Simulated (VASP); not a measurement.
# AlCr2C (P6_3/mmc) in VASP: single point with PBE

Aim: the single point of AlCr2C with PBE.

Program: VASP 6.6.1. These are calculated values, not measurements. Logs are shortened: lines on timing, memory, paths and dates and some standing lists are left out, and cuts for length are marked.

## (1) The structure

The structure is hexagonal, space group P6_3/mmc (No. 194). The conventional cell has a = 2.825 Å, b = 2.825 Å, c = 12.601 Å, α = 90.00°, β = 90.00°, γ = 120.00°. Cr (site symmetry 3m) has 3 C at 1.95 Å as nearest neighbours. Al (site symmetry -6m2) is surrounded by 6 Cr at 2.64 Å and 6 Al at 2.83 Å. C (site symmetry -3m) has 6 Cr at 1.95 Å as nearest neighbours.

The cell comes from a database or a generator and needn't be the stable form of this composition.

## (2) Single point, PBE, collinear spin, ferromagnetic start

The input, INCAR:

```
  PREC = Accurate
  ENCUT = 520
  EDIFF = 1E-7
  ISMEAR = -1
  SIGMA = 0.05
  LREAL = False
  LASPH = True
  NELM = 120
  ALGO = Normal
  ISIF = 2
  LWAVE = False
  LCHARG = True
  ISPIN = 2
  MAGMOM = 4.5 4.5 4.5 4.5 0 0 0 0
  LORBIT = 11
  LMAXMIX = 4
  GGA = PE
  LELF = True
  LVHAR = True
```

The input, KPOINTS:

```
Automatic mesh
0
Gamma
  11 11 2
```

The input, POSCAR:

```
AlCr2C
1.0
    2.8251010646      0.0000000000      0.0000000000
   -1.4125505323      2.4466092902      0.0000000000
    0.0000000000      0.0000000000     12.6013736800
Cr Al C
4 2 2
Direct
    0.3333333333      0.6666666667      0.0850588400
    0.6666666667      0.3333333333      0.5850588400
    0.6666666667      0.3333333333      0.9149411600
    0.3333333333      0.6666666667      0.4149411600
    0.3333333333      0.6666666667      0.7500000000
    0.6666666667      0.3333333333      0.2500000000
    0.0000000000      0.0000000000      0.0000000000
    0.0000000000      0.0000000000      0.5000000000
```

Potentials or basis: VASP PAW PBE potentials, release 64 (Cr_pv, Al, C).

Run with:

```bash
> cat potpaw_PBE.64/Cr_pv/POTCAR potpaw_PBE.64/Al/POTCAR potpaw_PBE.64/C/POTCAR > POTCAR
> mpirun -np 1 vasp_std > vasp.out
```

OUTCAR:

```text
PREC = Accurate
   ENCUT = 520
   EDIFF = 1E-7
   ISMEAR = -1
   LREAL = False
   LASPH = True
   NELM = 120
   ISIF = 2
   ISPIN = 2
   LORBIT = 11
   GGA = PE

 ion  position               nearest neighbor table
   1  0.333  0.667  0.085-   7 1.95   7 1.95   7 1.95   6 2.64   6 2.64   6 2.64   3 2.69   3 2.69
                             3 2.69
   2  0.667  0.333  0.585-   8 1.95   8 1.95   8 1.95   5 2.64   5 2.64   5 2.64   4 2.69   4 2.69
                             4 2.69
   3  0.667  0.333  0.915-   7 1.95   7 1.95   7 1.95   5 2.64   5 2.64   5 2.64   1 2.69   1 2.69
                             1 2.69
   4  0.333  0.667  0.415-   8 1.95   8 1.95   8 1.95   6 2.64   6 2.64   6 2.64   2 2.69   2 2.69
                             2 2.69
   5  0.333  0.667  0.750-   2 2.64   3 2.64   2 2.64   3 2.64   2 2.64   3 2.64
   6  0.667  0.333  0.250-   1 2.64   4 2.64   1 2.64   4 2.64   1 2.64   4 2.64
   7  0.000  0.000  0.000-   1 1.95   3 1.95   1 1.95   3 1.95   3 1.95   1 1.95
   8  0.000  0.000  0.500-   2 1.95   4 1.95   4 1.95   2 1.95   2 1.95   4 1.95

  LATTYP: Found a hexagonal cell.
 ALAT       =     2.8251010646
 C/A-ratio  =     4.4605036747

  Lattice vectors:

 A1 = (   2.8251010646,   0.0000000000,   0.0000000000)
 A2 = (  -1.4125505323,   2.4466092902,   0.0000000000)
 A3 = (   0.0000000000,   0.0000000000,  12.6013736800)

Analysis of symmetry for initial positions (statically):
=====================================================================
 Subroutine PRICEL returns:
 Original cell was already a primitive cell.

 Routine SETGRP: Setting up the symmetry group for a
 hexagonal supercell.

 Subroutine GETGRP returns: Found 24 space group operations
 (whereof 12 operations were pure point group operations)
 out of a pool of 24 trial point group operations.

The static configuration has the point symmetry D_3d.
 The point group associated with its full space group is D_6h.

Analysis of symmetry for dynamics (positions and initial velocities):
=====================================================================
 Subroutine PRICEL returns:
 Original cell was already a primitive cell.

 Routine SETGRP: Setting up the symmetry group for a
 hexagonal supercell.

 Subroutine GETGRP returns: Found 24 space group operations
 (whereof 12 operations were pure point group operations)
 out of a pool of 24 trial point group operations.

The dynamic configuration has the point symmetry D_3d.
 The point group associated with its full space group is D_6h.

Analysis of structural, dynamic, and magnetic symmetry:
=====================================================================
 Subroutine PRICEL returns:
 Original cell was already a primitive cell.

 Routine SETGRP: Setting up the symmetry group for a
 hexagonal supercell.

 Subroutine GETGRP returns: Found 24 space group operations
 (whereof 12 operations were pure point group operations)
 out of a pool of 24 trial point group operations.

The overall configuration has the point symmetry D_3d.
 The point group associated with its full space group is D_6h.

 Subroutine INISYM returns: Found 24 space group operations
 (whereof 12 operations are pure point group operations),
 and found     1 'primitive' translations

----------------------------------------------------------------------------------------

                                     Primitive cell

  volume of cell :      87.0997

  direct lattice vectors                    reciprocal lattice vectors
     2.825101065  0.000000000  0.000000000     0.353969638  0.204364466  0.000000000
    -1.412550532  2.446609290  0.000000000     0.000000000  0.408728931  0.000000000
     0.000000000  0.000000000 12.601373680     0.000000000  0.000000000  0.079356428

  length of vectors
     2.825101065  2.825101065 12.601373680     0.408728931  0.408728931  0.079356428

  position of ions in fractional coordinates (direct lattice)
     0.333333333  0.666666667  0.085058840
     0.666666667  0.333333333  0.585058840
     0.666666667  0.333333333  0.914941160
     0.333333333  0.666666667  0.414941160
     0.333333333  0.666666667  0.750000000
     0.666666667  0.333333333  0.250000000
     0.000000000  0.000000000  0.000000000
     0.000000000  0.000000000  0.500000000

  ion indices of the primitive-cell ions
   primitive index   ion index
                 1           1
                 2           2
                 3           3
                 4           4
                 5           5
                 6           6
                 7           7
                 8           8

----------------------------------------------------------------------------------------

 KPOINTS: Automatic mesh

Automatic generation of k-mesh.
 Grid dimensions read from file:
 generate k-points for:   11   11    2

 Generating k-lattice:

  Cartesian coordinates                     Fractional coordinates (reciprocal lattice)
     0.032179058  0.018578588  0.000000000     0.090909091 -0.000000000  0.000000000
     0.000000000  0.037157176  0.000000000     0.000000000  0.090909091  0.000000000
     0.000000000  0.000000000  0.039678214     0.000000000  0.000000000  0.500000000

  Length of vectors
     0.037157176  0.037157176  0.039678214

  Shift w.r.t. Gamma in fractional coordinates (k-lattice)
     0.000000000  0.000000000  0.000000000

 Subroutine IBZKPT returns following result:
 ===========================================

 Found     32 irreducible k-points:

 Following reciprocal coordinates:
            Coordinates               Weight
  0.000000  0.000000  0.000000      1.000000
  0.090909  0.000000  0.000000      6.000000
  0.181818  0.000000  0.000000      6.000000
  0.272727  0.000000  0.000000      6.000000
  0.363636  0.000000  0.000000      6.000000
  0.454545  0.000000  0.000000      6.000000
[... 16 lines left out ...]
  0.090909  0.090909  0.500000      6.000000
  0.181818  0.090909  0.500000     12.000000
 [... further k-points ...]
   k-points           NKPTS =     32   k-points in BZ     NKDIM =     32   number of bands    NBANDS=     46
   number of dos      NEDOS =    301   number of ions     NIONS =      8
   total plane-waves  NPLWV =  55296
   dimension x,y,z NGX =    24 NGY =   24 NGZ =   96
   dimension x,y,z NGXF=    48 NGYF=   48 NGZF=  192
   ions per type =               4   2   2
   NGX,Y,Z   is equivalent  to a cutoff of  14.12, 14.12, 12.66 a.u.
   NGXF,Y,Z  is equivalent  to a cutoff of  28.25, 28.25, 25.33 a.u.
 SYSTEM =  unknown system
   PREC   = accura    normal or accurate (medium, high low for compatibility)
   ISTART =      0    job   : 0-new  1-cont  2-samecut
   ICHARG =      2    charge: 1-file 2-atom 10-const
   ISPIN  =      2    spin polarized calculation?
   LNONCOLLINEAR =      F non collinear calculations
   LSORBIT =      F    spin-orbit coupling
   LASPH  =      T    aspherical Exc in radial PAW
   ENCUT  =  520.0 eV  38.22 Ry    6.18 a.u.   5.25  5.25 23.43*2*pi/ulx,y,z
   NELM   =    120;   NELMIN=  2; NELMDL= -5     # of ELM steps
   EDIFF  = 0.1E-06   stopping-criterion for ELM
   LREAL  =      F    real-space projection
   EDIFFG = 0.1E-05   stopping-criterion for IOM
   NSW    =      0    number of steps for IOM
   IBRION =     -1    ionic relax: 0-MD 1-quasi-New 2-CG
   NFREE  =      0    steps in history (QN), initial steepest desc. (CG)
   ISIF   =      2    stress and relaxation
   ISYM   =      2    0-nonsym 1-usesym 2-fastsym
   POTIM  = 0.5000    time-step for ionic-motion
   TEBEG  =    0.0;   TEEND  =   0.0 temperature during run
   PSTRESS=    0.0 pullay stress
   NELECT =      62.0000    total number of electrons
   NUPDOWN=      -1.0000    fix difference up-down
   EMIN   =  10.00;   EMAX   =-10.00  energy-range for DOS
   EFERMI =   0.00;   METHOD = LEGACY
   ISMEAR =    -1;   SIGMA  =   0.05  broadening in eV -4-tet -1-fermi 0-gaus
   EFERMI_NEDOS =   21; number of points for ismear=-14 and -15
   IALGO  =     38    algorithm
   IMIX   =      4    mixing-type and parameters
     AMIX     =   0.40;   BMIX     =  1.00
     AMIX_MAG =   1.60;   BMIX_MAG =  1.00
  volume/ion in A,a.u.               =      10.89        73.47
  Fermi-wavevector in a.u.,A,eV,Ry     =   1.461728  2.762265 29.070870  2.136649
  Thomas-Fermi vector in A             =   2.578025
   LORBIT       =     11    0 simple, 1 ext, 2 COOP (PROOUT), +10 PAW based schemes
   GGA     = PE    functional components
   LHFCALC =     F    Hartree Fock is set to
   AEXX    =    0.0000 exact exchange contribution
   IVDW    =     0    specifies the selected vdW correction
   LEPSILON=     F    determine dielectric tensor
   LRPA    =     F    only Hartree local field effects (RPA)
 spin polarized calculation
  energy-cutoff  :      520.00
  volume of cell :       87.10
 maximum number of plane-waves:      2366
 NGX is ok and might be reduce to    24
   NGX = 11   NGY = 11   NGZ = 47

 number of electron      61.9999977 magnetization       0.0007739

 number of electron      61.9999977 magnetization      -0.0013531

 Free energy of the ion-electron system (eV)
  ---------------------------------------------------
  ext. energy  EPLUGINS =         0.00000000
  ---------------------------------------------------
  free energy    TOTEN  =       -65.48889201 eV

  energy without entropy =      -65.43181677  energy(sigma->0) =      -65.46035439

 E-fermi :  10.1810     XC(G=0): -12.5564

 val. band max:       10.1746424753   @ k =   0.2727   0.1818   0.0000
 cond. band min:      10.1856691982   @ k =   0.3636   0.0000   0.5000
 fundamental gap:      0.0110267230
 Fermi energy:        10.1810213405

 spin component 1

 k-point     1 :       0.0000    0.0000    0.0000
  band No.  band energies     occupation
      1     -33.2280      1.00000
      2     -33.2263      1.00000
      3     -33.0077      1.00000
      4     -33.0077      1.00000
      5     -33.0077      1.00000
      6     -33.0076      1.00000
[... 35 lines left out ...]
     42      15.7009      0.00000
     43      15.7009      0.00000
[... 1017 lines left out ...]
      3     -33.1455      1.00000
      4     -33.1455      1.00000
      5     -33.0803      1.00000
      6     -33.0803      1.00000
[... 35 lines left out ...]
     42      14.5819      0.00000
     43      15.1182      0.00000

 [... further k-points ...]

 spin component 2

 k-point     1 :       0.0000    0.0000    0.0000
  band No.  band energies     occupation
      1     -33.2283      1.00000
      2     -33.2267      1.00000
      3     -33.0081      1.00000
      4     -33.0081      1.00000
      5     -33.0080      1.00000
      6     -33.0080      1.00000
[... 35 lines left out ...]
     42      15.7008      0.00000
     43      15.7008      0.00000
[... 1017 lines left out ...]
      3     -33.1459      1.00000
      4     -33.1459      1.00000
      5     -33.0807      1.00000
      6     -33.0807      1.00000
[... 35 lines left out ...]
     42      14.5817      0.00000
     43      15.1180      0.00000

 [... further k-points ...]

 [bands above 43 left out]

------------------------ aborting loop because EDIFF is reached ----------------------------------------

  FORCE on cell =-STRESS in cart. coord.  units (eV):
  Direction    XX          YY          ZZ          XY          YZ          ZX
  --------------------------------------------------------------------------------------
  -------------------------------------------------------------------------------------
  Total        1.9396934      1.9396934      2.2604822      0.0000000      0.0000000     -0.0000000
  in kB       35.6801906     35.6801906     41.5810238      0.0000000      0.0000000     -0.0000000
  external PRESSURE =      37.6471350 kB  Pullay stress =       0.0000000 kB

 VOLUME and BASIS-vectors are now :
 -----------------------------------------------------------------------------
  energy-cutoff  :      520.00
  volume of cell :       87.10
      direct lattice vectors                 reciprocal lattice vectors
     2.825101065  0.000000000  0.000000000     0.353969638  0.204364466  0.000000000
    -1.412550532  2.446609290  0.000000000     0.000000000  0.408728931  0.000000000
     0.000000000  0.000000000 12.601373680     0.000000000  0.000000000  0.079356428

 POSITION                                       TOTAL-FORCE (eV/Angst)
 -----------------------------------------------------------------------------------
     -0.00000      1.63107      1.07186         0.000000      0.000000      0.049594
      1.41255      0.81554      7.37255        -0.000000     -0.000000      0.049594
      1.41255      0.81554     11.52952        -0.000000      0.000000     -0.049594
     -0.00000      1.63107      5.22883         0.000000      0.000000     -0.049594
     -0.00000      1.63107      9.45103         0.000000     -0.000000     -0.000000
      1.41255      0.81554      3.15034         0.000000      0.000000     -0.000000
      0.00000      0.00000      0.00000         0.000000      0.000000      0.000000
      0.00000      0.00000      6.30069         0.000000      0.000000      0.000000
 -----------------------------------------------------------------------------------
    total drift:                               -0.000000      0.000000     -0.000000

  FREE ENERGIE OF THE ION-ELECTRON SYSTEM (eV)
  ---------------------------------------------------
  free  energy   TOTEN  =       -65.4888920140 eV

  energy  without entropy=      -65.4318167720  energy(sigma->0) =      -65.46035439

 total charge

# of ion       s       p       d       tot
------------------------------------------
    1        0.347   6.424   4.388  11.158
    2        0.347   6.424   4.388  11.158
    3        0.347   6.424   4.388  11.158
    4        0.347   6.424   4.388  11.158
    5        0.415   0.406   0.000   0.820
    6        0.415   0.406   0.000   0.820
    7        0.908   1.582   0.000   2.490
    8        0.908   1.582   0.000   2.490
--------------------------------------------------
tot          4.033  29.670  17.552  51.254

 magnetization (x)

# of ion       s       p       d       tot
------------------------------------------
    1       -0.000  -0.000  -0.000  -0.000
    2       -0.000  -0.000  -0.000  -0.000
    3       -0.000  -0.000  -0.000  -0.000
    4       -0.000  -0.000  -0.000  -0.000
    5        0.000   0.000   0.000   0.000
    6        0.000   0.000   0.000   0.000
    7        0.000   0.000   0.000   0.000
    8        0.000   0.000   0.000   0.000
--------------------------------------------------
tot          0.000   0.000  -0.001  -0.001
```

Run time: 6.4 min. Hardware: 1 thread of Intel Xeon 6975P-C (Granite Rapids), shared host; peak memory 0.39 GiB.

Results:

```
Free energy                                           : -65.4889 eV
Pressure                                              : 3.8 GPa
Largest force                                         : 0.050 eV/Å
Band gap on the k mesh                                : none (metal or under the smearing width)
Net moment                                            : 0.00 μB per cell
Valence electrons inside the program's atomic spheres : Cr 11.16; Al 0.82; C 2.49
```

Forces on the atoms (eV/Å):
```
Cr   0.000  0.000  0.050
Cr   0.000  0.000  0.050
Cr   0.000  0.000 -0.050
Cr   0.000  0.000 -0.050
Al   0.000  0.000  0.000
Al   0.000  0.000  0.000
C    0.000  0.000  0.000
C    0.000  0.000  0.000
```

Levels at points of the mesh, in eV from the Fermi level:
Spin up:
```tsv
k point	band 28	band 29	band 30	band 31	band 32	band 33
(0.00, 0.00, 0.00)	-1.07	-1.05	-1.05	-0.23	-0.23	-0.20
(0.00, 0.00, 0.50)	-1.06	-1.06	-1.06	-0.21	-0.21	-0.21
```
Spin down:
| k point | band 26 | band 27 | band 28 | band 29 | band 30 | band 31 | band 32 | band 33 | band 34 | band 35 |
| --- | --- | --- | --- | --- | --- | --- | --- | --- | --- | --- |
| (0.00, 0.00, 0.00) | -1.19 | -1.07 | -1.07 | -1.05 | -1.05 | -0.23 | -0.23 | -0.20 | -0.20 | 0.59 |
| (0.00, 0.00, 0.50) | -1.30 | -1.06 | -1.06 | -1.06 | -1.06 | -0.22 | -0.22 | -0.22 | -0.22 | 0.61 |

Caveat: the starting moments collapsed, and a magnetic state may lie lower.
